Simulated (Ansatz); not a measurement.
# V3H: the cost of one run

Computed with Ansatz 0.2.0 (DFT PBE, scalar-relativistic, plane waves, PAW, unless a step's input says otherwise).

## (1) Starting point

It takes space group Pm-3m (No. 221, cubic). Conventional cell: a = 3.838 Å, b = 3.838 Å, c = 3.838 Å, α = 90.00°, β = 90.00°, γ = 90.00°. V (site symmetry 4/mmm) has 2 H at 1.92 Å as nearest neighbours. H (site symmetry m-3m) is surrounded by 6 V at 1.92 Å.

Structure file:

```cif
data_structure
_symmetry_space_group_name_H-M 'P 1'
_symmetry_Int_Tables_number 1
_cell_length_a 3.8384
_cell_length_b 3.8384
_cell_length_c 3.8384
_cell_angle_alpha 90.000
_cell_angle_beta 90.000
_cell_angle_gamma 90.000
_cell_volume 56.55
loop_
_atom_site_label
_atom_site_type_symbol
_atom_site_fract_x
_atom_site_fract_y
_atom_site_fract_z
_atom_site_occupancy
V1 V 0.50000 0.00000 0.00000 1
V2 V 0.00000 0.50000 0.00000 1
V3 V 0.00000 0.00000 0.50000 1
H1 H 0.00000 0.00000 0.00000 1
```

This is candidate A: ReO3 type (Pm-3m, No. 221).

(A quick probe on a coarse mesh, which set the mesh and smearing, is not shown.)

## (3) Coarse relaxation (candidate A)

The input, input.yaml:

```yaml
crystal:
  lattice:
    - [3.8384034416, 0.0, 0.0]
    - [0.0, 3.8384034416, 0.0]
    - [0.0, 0.0, 3.8384034416]
  atoms:
    - { symbol: V, position: [0.5, 0.0, 0.0], spin: 0.12 }
    - { symbol: V, position: [0.0, 0.5, 0.0], spin: 0.12 }
    - { symbol: V, position: [0.0, 0.0, 0.5], spin: 0.12 }
    - { symbol: H, position: [0.0, 0.0, 0.0] }
basis:
  ecutwfc: 420
kpoints:
  mp_grid: { grid: [4, 4, 4] }
hamiltonian:
  xc: pbe
scf:
  occupations: { method: gaussian, width: 0.1 }
  lower_state_search: "off"
output:
  forces: true
  stress: true
  eigenvalues: true
  populations: true
magnetization:
  spin_polarized: true
relax:
  adjacent_minimum: "off"
  f_tol: 0.04
  max_steps: 70
  cell: { stress_tol: 0.4 }
```

Command:

```console
$ ansatz run input.yaml --threads 1 --pin off --max-ram 2560MiB --backend cpu --events-out ev --progress --plain --runs-dir out
```

**Question.** How long does this run take on 1 thread of Arm Neoverse V1, shared host, and how much memory does it need?

About 13 s, with a peak of 0.31 GiB.
